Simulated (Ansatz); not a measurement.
# SnTe (100): surface energy and levels

The task, for SnTe: cut the (100) surface, relax it and get its surface energy and levels.

The COD entry's cell or inner coordinates are ideal or old and differ from later refinements, so a difference from it is no clean test against experiment.

Computed with Ansatz 0.2.0 (DFT r2SCAN, scalar-relativistic, plane waves, PAW, unless a step's input says otherwise).

## (1) Starting point

The structure is cubic, space group Fm-3m (No. 225). The conventional cell has a = 6.371 Å, b = 6.371 Å, c = 6.371 Å, α = 90.00°, β = 90.00°, γ = 90.00°. Sn (site symmetry m-3m) has 6 Te at 3.19 Å as nearest neighbours. Te (site symmetry m-3m) is surrounded by 6 Sn at 3.19 Å.

As a file:

```
Sn Te
1.0
     0.00000    3.18560    3.18560
     3.18560    0.00000    3.18560
     3.18560    3.18560    0.00000
Sn Te
1 1
Direct
  0.00000 0.00000 0.00000
  0.50000 0.50000 0.50000
```

This cell was relaxed beforehand with the same method: volume 32.33 Å³/atom, gap on the mesh 0.13 eV.

## (2) The (100) slab

Planes are indexed in the bulk's conventional cell (Fm-3m (No. 225)), a = 6.371 Å, b = 6.371 Å, c = 6.371 Å, α = 90.00°, β = 90.00°, γ = 90.00°.

The slab is a (100) slab, 12.7 Å thick as cut, with 15 Å of vacuum; its outer planes are SnTe (top) and SnTe (bottom).

The slab as cut. Its planes from the bottom up:

```tsv
plane	atoms per cell	height over the lowest (Å)
1	SnTe	0.00
2	SnTe	3.19
3	SnTe	6.37
4	SnTe	9.56
5	SnTe	12.74
```

## (3) The slab as cut, atoms at the bulk's places

A dipole layer in the vacuum cancels the field that periodic copies would set up if the slab's two faces differ.

The input, input.yaml:

```yaml
crystal:
  lattice:
    - [4.5051179667, 0.0, 0.0]
    - [0.0, 4.5051179667, 0.0]
    - [0.0, 0.0, 27.7423978572]
  atoms:
    - { symbol: Sn, position: [0.5, 0.5, 0.2703443314] }
    - { symbol: Te, position: [0.0, 0.0, 0.2703443314] }
    - { symbol: Sn, position: [0.0, 0.0, 0.3851721657] }
    - { symbol: Te, position: [0.5, 0.5, 0.3851721657] }
    - { symbol: Sn, position: [0.5, 0.5, 0.5] }
    - { symbol: Te, position: [0.0, 0.0, 0.5] }
    - { symbol: Sn, position: [0.0, 0.0, 0.6148278343] }
    - { symbol: Te, position: [0.5, 0.5, 0.6148278343] }
    - { symbol: Sn, position: [0.5, 0.5, 0.7296556686] }
    - { symbol: Te, position: [0.0, 0.0, 0.7296556686] }
basis:
  ecutwfc: 500
kpoints:
  mp_grid: { grid: [8, 8, 1] }
hamiltonian:
  xc: r2scan
scf:
  occupations: { method: gaussian, width: 0.05 }
output:
  forces: true
  stress: true
  eigenvalues: true
  write_density: true
  write_potential: true
  elf: true
  volumetric_format: npy
efield:
  axis: 3
  dipole_correction: true
```

The run is started by

```bash
> ansatz run input.yaml --threads 2 --pin off --max-ram 5120MiB --backend cpu --events-out ev --progress --plain --runs-dir out
```

Log (excerpt; [...] marks lines left out):

```text
Warning: RAYON_NUM_THREADS=2 ignored (pool sized by the plan → 2); use --threads N
[...]
Pseudopotentials: kind: paw
Pseudopotential: Sn, paw, valence charge 14, recommended cutoff 500 eV (meta_gga), Sn.paw.azcp
Pseudopotential: Te, paw, valence charge 16, recommended cutoff 500 eV (meta_gga), Te.paw.azcp
Functional definition: r2SCAN
[...]
Crystal: 10 atoms, lattice volume = 563.062 Å³
Basis set: ecut = 500 eV, 14305 PW (Γ), exchange–correlation on 144×144×864 points (64 copies of the dense FFT grid, shifted against one another)
Bands: 90, of which v1, the nominal top of the filled ones, is band 75 counted from 1 (74 counted from 0)
Symmetry: 8 space group operations
k-points: 15 of 64
[...]
SCF iter   1: F=—  HF=-65169.230893 eV  |F-HF|=—  |Δ(HF+E_count)|=         —  Δρ=2.91e-3  dr2=9.06e-2  dr2_τ=3.68e-3  ethr=1.77e-3  p=0.000 e·Å  D=1.23e-13 V/Å  ΔV_dip=-0.00 eV  dr2_dipole=1.57e-7  V_vac-E_F(+/−)=4.18/4.18 eV  ⟨swp⟩=7.8  Hψ=5608  notcnv=0  defer=14
[...]
SCF iter  10: F=-65169.264787 eV  HF=-65169.264787 eV  |F-HF|=7.26e-8  |Δ(HF+E_count)|=   7.14e-7  Δρ=2.40e-6  dr2=6.60e-8  dr2_τ=7.10e-10  ethr=6.67e-11  p=0.000 e·Å  D=3.26e-7 V/Å  ΔV_dip=-0.00 eV  dr2_dipole=2.86e-10  V_vac-E_F(+/−)=4.03/4.03 eV  ⟨swp⟩=16.8  Hψ=11717  notcnv=0
[...]
WARN: The output density's exchange-correlation potential varies sharply where the density is thin. Do not read a vacuum level from v_tot or v_xc, or from such a field of the output density. On a cell that repeats whose density bears no net charge and no dipole along the vacuum's axis use [...]
SCF converged after 10 iterations
Free energy (F): -65169.264787 eV
[...]
E sigma→0 (E₀):  -65169.264787 eV
Fermi energy:    3.499642 eV
Dipole field:    D = 0.000014 V/Å  (p = 0.000043 e·Å, saw-weighted, corrected)
Work function:   Φ+ = 4.0308 eV   Φ− = 4.0312 eV
Levels:          The Fermi level and band energies are counted from a zero that moves with the ramp; work functions are not
[...]
--- Forces (eV/Å), atoms counted from 1 ---
  atom   1  Sn    -0.00000000     0.00000000     0.45998487
  atom   2  Te    -0.00000000     0.00000000     0.20632853
  atom   3  Sn    -0.00000000     0.00000000    -0.37329991
  atom   4  Te     0.00000000     0.00000000    -0.33712053
  atom   5  Sn     0.00000000     0.00000000     0.00003252
  atom   6  Te    -0.00000000     0.00000000    -0.00001572
  atom   7  Sn     0.00000000     0.00000000     0.37330790
  atom   8  Te     0.00000000     0.00000000     0.33709830
[...]
--- Stress (GPa, compression-positive) ---
       -0.156363       0.000000       0.000000
        0.000000      -0.156363       0.000000
        0.000000       0.000000      -1.127841
  P = ⅓ Tr σ = -0.4802 GPa (-4.802 kbar)
--- Band table (eV; the first three rows and the last of 15) ---
[...]
```

It took 2.3 min on 2 threads of Arm Neoverse V1, shared host; peak memory 2.2 GiB.

This gives gap on the mesh 0.43 eV (a mesh can miss band crossings, so it may be none).

Density in a lattice plane of the grid's cell (edges 4.51 and 27.74 Å, at 0.000 of the third edge), which holds Te and Sn.

Ten even steps from '0' (0.00 e/Å³) to '9' (16.92 e/Å³):
```
000000
000000
000000
000000
200000
000000
000000
400000
000000
910001
000000
400000
000000
000000
200000
000000
000000
000000
000000
000000
```
Columns run along the first of these edges and rows up along the second, over one cell in 6 and 20 even steps from the bottom left corner. Atoms in the plane (fractional): Te at (0.00, 0.27), Sn at (0.00, 0.39), Te at (0.00, 0.50), Sn at (0.00, 0.61), Te at (0.00, 0.73).

ELF in the same plane.

Ten even steps from '0' (0.00) to '9' (0.65):
```
000000
000000
000000
971017
387078
696069
541014
053035
971017
268086
971017
053035
541014
696069
387078
971017
000000
000000
000000
000000
```
Columns run along the first of these edges and rows up along the second, over one cell in 6 and 20 even steps from the bottom left corner. Atoms in the plane (fractional): Te at (0.00, 0.27), Sn at (0.00, 0.39), Te at (0.00, 0.50), Sn at (0.00, 0.61), Te at (0.00, 0.73).

Both are smooth fields of the valence electrons: close to the nuclei they are not physical.

The highest ELF values outside the cores: 0.78 beside Te, off the lines to its neighbours, 1.5 Å from Te; 0.71 on the Te–Sn line, 1.3 Å from Te; 0.65 beside Sn, off the lines to its neighbours, 1.5 Å from Sn.

(Part 1 of 2 ends here.)
